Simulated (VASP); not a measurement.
# Pr (Im-3m) in VASP: single point with LDA

Aim: the single point of Pr with LDA.

Everything below comes from runs of VASP 6.6.1. Logs are shortened: lines on timing, memory, paths and dates and some standing lists are left out, and cuts for length are marked.

### 1 The structure

The structure is cubic, space group Im-3m (No. 229). The conventional cell has a = 4.195 Å, b = 4.195 Å, c = 4.195 Å, α = 90.00°, β = 90.00°, γ = 90.00°. Around Pr (site symmetry m-3m) lie 8 Pr at 3.63 Å.

This isn't the form of Pr at room conditions, which is double hcp.

### 2 Single point, LDA, collinear spin, ferromagnetic start

Input file INCAR:

```
SYSTEM = Pr
ALGO = Normal
EDIFF = 1E-6
ENCUT = 520
GGA = CA
ISIF = 2
ISMEAR = 0
ISPIN = 2
LASPH = .True.
LCHARG = .False.
LMAXMIX = 6
LORBIT = 11
LREAL = .False.
LWAVE = .False.
MAGMOM = 2
NELM = 100
PREC = Accurate
SIGMA = 0.02
```

Input file KPOINTS:

```
k-points
0
Gamma
  9 9 9
  0 0 0
```

Input file POSCAR:

```
Pr
3.6328
   -0.577343138708      0.577343138708      0.577343138708
    0.577343138708     -0.577343138708      0.577343138708
    0.577343138708      0.577343138708     -0.577343138708
Pr
1
Direct
    0.0000000000      0.0000000000      0.0000000000
```

Potentials or basis: VASP PAW PBE potentials, release 64 (Pr).

Launch:

```console
$ cat potpaw_PBE.64/Pr/POTCAR > POTCAR
$ mpirun -np 1 vasp_std > vasp.out
```

OUTCAR:

```text
SYSTEM = Pr
   EDIFF = 1E-6
   ENCUT = 520
   GGA = CA
   ISIF = 2
   ISMEAR = 0
   ISPIN = 2
   LASPH = .True.
   LORBIT = 11
   LREAL = .False.
   NELM = 100
   PREC = Accurate

 ion  position               nearest neighbor table
   1  0.000  0.000  0.000-

  LATTYP: Found a body centered cubic cell.
 ALAT       =     4.1947443086

  Lattice vectors:

 A1 = (  -2.0973721543,   2.0973721543,   2.0973721543)
 A2 = (   2.0973721543,  -2.0973721543,   2.0973721543)
 A3 = (   2.0973721543,   2.0973721543,  -2.0973721543)

Analysis of symmetry for initial positions (statically):
=====================================================================
 Subroutine PRICEL returns:
 Original cell was already a primitive cell.

 Routine SETGRP: Setting up the symmetry group for a
 body centered cubic supercell.

 Subroutine GETGRP returns: Found 48 space group operations
 (whereof 48 operations were pure point group operations)
 out of a pool of 48 trial point group operations.

The static configuration has the point symmetry O_h .

Analysis of symmetry for dynamics (positions and initial velocities):
=====================================================================
 Subroutine PRICEL returns:
 Original cell was already a primitive cell.

 Routine SETGRP: Setting up the symmetry group for a
 body centered cubic supercell.

 Subroutine GETGRP returns: Found 48 space group operations
 (whereof 48 operations were pure point group operations)
 out of a pool of 48 trial point group operations.

The dynamic configuration has the point symmetry O_h .

Analysis of structural, dynamic, and magnetic symmetry:
=====================================================================
 Subroutine PRICEL returns:
 Original cell was already a primitive cell.

 Routine SETGRP: Setting up the symmetry group for a
 body centered cubic supercell.

 Subroutine GETGRP returns: Found 48 space group operations
 (whereof 48 operations were pure point group operations)
 out of a pool of 48 trial point group operations.

The overall configuration has the point symmetry O_h .

 Subroutine INISYM returns: Found 48 space group operations
 (whereof 48 operations are pure point group operations),
 and found     1 'primitive' translations

----------------------------------------------------------------------------------------

                                     Primitive cell

  volume of cell :      36.9051

  direct lattice vectors                    reciprocal lattice vectors
    -2.097372154  2.097372154  2.097372154     0.000000000  0.238393553  0.238393553
     2.097372154 -2.097372154  2.097372154     0.238393553  0.000000000  0.238393553
     2.097372154  2.097372154 -2.097372154     0.238393553  0.238393553  0.000000000

  length of vectors
     3.632755134  3.632755134  3.632755134     0.337139396  0.337139396  0.337139396

  position of ions in fractional coordinates (direct lattice)
     0.000000000  0.000000000  0.000000000

  ion indices of the primitive-cell ions
   primitive index   ion index
                 1           1

----------------------------------------------------------------------------------------

 KPOINTS: k-points

Automatic generation of k-mesh.
 Grid dimensions read from file:
 generate k-points for:    9    9    9

 Generating k-lattice:

  Cartesian coordinates                     Fractional coordinates (reciprocal lattice)
     0.000000000  0.026488173  0.026488173     0.111111111  0.000000000  0.000000000
     0.026488173  0.000000000  0.026488173     0.000000000  0.111111111  0.000000000
     0.026488173  0.026488173  0.000000000     0.000000000  0.000000000  0.111111111

  Length of vectors
     0.037459933  0.037459933  0.037459933

  Shift w.r.t. Gamma in fractional coordinates (k-lattice)
     0.000000000  0.000000000  0.000000000

 Subroutine IBZKPT returns following result:
 ===========================================

 Found     35 irreducible k-points:

 Following reciprocal coordinates:
            Coordinates               Weight
  0.000000  0.000000  0.000000      1.000000
  0.111111  0.000000  0.000000     12.000000
  0.222222  0.000000  0.000000     12.000000
  0.333333  0.000000  0.000000     12.000000
  0.444444  0.000000  0.000000     12.000000
  0.111111  0.111111  0.000000     24.000000
[... 16 lines left out ...]
 -0.333333  0.444444  0.111111     48.000000
 -0.444444 -0.444444  0.111111     24.000000
 [... further k-points ...]
   k-points           NKPTS =     35   k-points in BZ     NKDIM =     35   number of bands    NBANDS=     11
   number of dos      NEDOS =    301   number of ions     NIONS =      1
   total plane-waves  NPLWV =  21952
   dimension x,y,z NGX =    28 NGY =   28 NGZ =   28
   dimension x,y,z NGXF=    56 NGYF=   56 NGZF=   56
   ions per type =               1
   NGX,Y,Z   is equivalent  to a cutoff of  12.81, 12.81, 12.81 a.u.
   NGXF,Y,Z  is equivalent  to a cutoff of  25.63, 25.63, 25.63 a.u.
 SYSTEM =  Pr
   PREC   = accura    normal or accurate (medium, high low for compatibility)
   ISTART =      0    job   : 0-new  1-cont  2-samecut
   ICHARG =      2    charge: 1-file 2-atom 10-const
   ISPIN  =      2    spin polarized calculation?
   LNONCOLLINEAR =      F non collinear calculations
   LSORBIT =      F    spin-orbit coupling
   LASPH  =      T    aspherical Exc in radial PAW
   ENCUT  =  520.0 eV  38.22 Ry    6.18 a.u.   6.75  6.75  6.75*2*pi/ulx,y,z
   NELM   =    100;   NELMIN=  2; NELMDL= -5     # of ELM steps
   EDIFF  = 0.1E-05   stopping-criterion for ELM
   LREAL  =      F    real-space projection
   EDIFFG = 0.1E-04   stopping-criterion for IOM
   NSW    =      0    number of steps for IOM
   IBRION =     -1    ionic relax: 0-MD 1-quasi-New 2-CG
   NFREE  =      0    steps in history (QN), initial steepest desc. (CG)
   ISIF   =      2    stress and relaxation
   ISYM   =      2    0-nonsym 1-usesym 2-fastsym
   POTIM  = 0.5000    time-step for ionic-motion
   TEBEG  =    0.0;   TEEND  =   0.0 temperature during run
   PSTRESS=    0.0 pullay stress
   NELECT =      13.0000    total number of electrons
   NUPDOWN=      -1.0000    fix difference up-down
   EMIN   =  10.00;   EMAX   =-10.00  energy-range for DOS
   EFERMI =   0.00;   METHOD = LEGACY
   ISMEAR =     0;   SIGMA  =   0.02  broadening in eV -4-tet -1-fermi 0-gaus
   EFERMI_NEDOS =   21; number of points for ismear=-14 and -15
   IALGO  =     38    algorithm
   IMIX   =      4    mixing-type and parameters
     AMIX     =   0.40;   BMIX     =  1.00
     AMIX_MAG =   1.60;   BMIX_MAG =  1.00
  volume/ion in A,a.u.               =      36.91       249.05
  Fermi-wavevector in a.u.,A,eV,Ry     =   1.156184  2.184872 18.187757  1.336762
  Thomas-Fermi vector in A             =   2.292807
   LORBIT       =     11    0 simple, 1 ext, 2 COOP (PROOUT), +10 PAW based schemes
   GGA     = CA    functional components
   LHFCALC =     F    Hartree Fock is set to
   AEXX    =    0.0000 exact exchange contribution
   IVDW    =     0    specifies the selected vdW correction
   LEPSILON=     F    determine dielectric tensor
   LRPA    =     F    only Hartree local field effects (RPA)
 spin polarized calculation
 Gauss-broadening in eV      SIGMA  =   0.02
  energy-cutoff  :      520.00
  volume of cell :       36.91
 maximum number of plane-waves:      1008
   NGX = 13   NGY = 13   NGZ = 13

 number of electron      13.0000001 magnetization       2.8206467

 Free energy of the ion-electron system (eV)
  ---------------------------------------------------
  ext. energy  EPLUGINS =         0.00000000
  ---------------------------------------------------
  free energy    TOTEN  =        -5.78729606 eV

  energy without entropy =       -5.78513148  energy(sigma->0) =       -5.78621377

 E-fermi :   5.2182     XC(G=0):  -9.8932

 val. band max:        5.2137877698   @ k =  -0.3333   0.3333   0.2222
 cond. band min:       5.2185360905   @ k =   0.3333   0.2222   0.1111
 fundamental gap:      0.0047483207
 Fermi energy:         5.2182271685

 spin component 1

 k-point     1 :       0.0000    0.0000    0.0000
  band No.  band energies     occupation
      1     -30.7263      1.00000
      2     -12.2563      1.00000
      3     -12.2563      1.00000
      4     -12.2562      1.00000
      5       1.5262      1.00000
      6       5.0104      1.00000
      7       5.0104      1.00000
      8       5.0104      1.00000
      9       5.4548      0.00000
     10       5.4548      0.00000
     11       5.4548      0.00000
[... 309 lines left out ...]
 k-point    24 :      -0.4444   -0.4444    0.1111
  band No.  band energies     occupation
      1     -30.5642      1.00000
      2     -13.2133      1.00000
      3     -12.7613      1.00000
      4     -12.4279      1.00000
      5       4.0443      1.00000
      6       4.9196      1.00000
      7       5.0288      1.00000
      8       5.1795      0.99691
      9       5.2509      0.01042
     10       5.3529      0.00000
     11       5.3714      0.00000

 [... further k-points ...]

 spin component 2

 k-point     1 :       0.0000    0.0000    0.0000
  band No.  band energies     occupation
      1     -29.6867      1.00000
      2     -11.3705      1.00000
      3     -11.3705      1.00000
      4     -11.3705      1.00000
      5       2.0680      1.00000
      6       6.4461      0.00000
      7       6.4461      0.00000
      8       6.4461      0.00000
      9       6.7872      0.00000
     10       6.7872      0.00000
     11       6.7872      0.00000
[... 309 lines left out ...]
 k-point    24 :      -0.4444   -0.4444    0.1111
  band No.  band energies     occupation
      1     -29.5153      1.00000
      2     -12.3725      1.00000
      3     -11.8979      1.00000
      4     -11.5504      1.00000
      5       4.6107      1.00000
      6       5.8834      0.00000
      7       6.0533      0.00000
      8       6.3895      0.00000
      9       6.5660      0.00000
     10       6.6864      0.00000
     11       6.8803      0.00000

 [... further k-points ...]

------------------------ aborting loop because EDIFF is reached ----------------------------------------

  FORCE on cell =-STRESS in cart. coord.  units (eV):
  Direction    XX          YY          ZZ          XY          YZ          ZX
  --------------------------------------------------------------------------------------
  -------------------------------------------------------------------------------------
  Total       -1.6508057     -1.6508057     -1.6508057     -0.0000000     -0.0000000     -0.0000000
  in kB      -71.6671381    -71.6671381    -71.6671381     -0.0000000     -0.0000000     -0.0000000
  external PRESSURE =     -71.6671381 kB  Pullay stress =       0.0000000 kB

 VOLUME and BASIS-vectors are now :
 -----------------------------------------------------------------------------
  energy-cutoff  :      520.00
  volume of cell :       36.91
      direct lattice vectors                 reciprocal lattice vectors
    -2.097372154  2.097372154  2.097372154     0.000000000  0.238393553  0.238393553
     2.097372154 -2.097372154  2.097372154     0.238393553  0.000000000  0.238393553
     2.097372154  2.097372154 -2.097372154     0.238393553  0.238393553  0.000000000

 POSITION                                       TOTAL-FORCE (eV/Angst)
 -----------------------------------------------------------------------------------
      0.00000      0.00000      0.00000         0.000000     -0.000000      0.000000
 -----------------------------------------------------------------------------------
    total drift:                                0.000000     -0.000000      0.000000

  FREE ENERGIE OF THE ION-ELECTRON SYSTEM (eV)
  ---------------------------------------------------
  free  energy   TOTEN  =        -5.7872960630 eV

  energy  without entropy=       -5.7851314798  energy(sigma->0) =       -5.78621377

 total charge

# of ion       s       p       d       f       tot
--------------------------------------------------
    1        1.986   5.241   0.543   2.173   9.943

 magnetization (x)

# of ion       s       p       d       f       tot
--------------------------------------------------
    1       -0.004  -0.011   0.159   2.125   2.270
```

Wall time 65 s (1 thread of Intel Xeon Platinum 8488C (Sapphire Rapids), shared host); peak memory 0.17 GiB.

What came out:

- Free energy: -5.7873 eV
- Pressure: -7.2 GPa
- Band gap on the k mesh: none (metal or under the smearing width)
- Net moment: 2.82 μB per cell
- Site moments: Pr +2.27 μB
- Valence electrons inside the program's atomic spheres: Pr 9.94

Levels at points of the mesh, in eV from the Fermi level:
Spin up:
```csv
k point,band 5,band 6,band 7,band 8,band 9,band 10,band 11
"(0.00, 0.00, 0.00)",-3.69,-0.21,-0.21,-0.21,0.24,0.24,0.24
```
Spin down:
```csv
k point,band 1,band 2,band 3,band 4,band 5,band 6,band 7,band 8,band 9,band 10
"(0.00, 0.00, 0.00)",-34.90,-16.59,-16.59,-16.59,-3.15,1.23,1.23,1.23,1.57,1.57
```

Caveat: the magnetic or orbital state may not be the lowest; the PAW data sets were made with another functional, which shifts forces and pressure a little; spin-orbit coupling is left out, which moves the levels of the heavy elements. The state reached can hang on the start; a lower one may exist.

### 3 For comparison

An earlier run on the cell as given: functional PBE; potentials or basis VASP PAW PBE potentials, release 64 (Pr); cutoff 520 eV; k mesh 9 × 9 × 9; occupations fermi-dirac, width 0.05 eV; collinear spin, ferromagnetic start; starting moments [2.0] μB.

* Pressure: -1.5 GPa
* Band gap on the k mesh: none (metal or under the smearing width)
* Net moment: 2.80 μB per cell
* Site moments: Pr +2.26 μB
* Valence electrons inside the program's atomic spheres: Pr 10.02
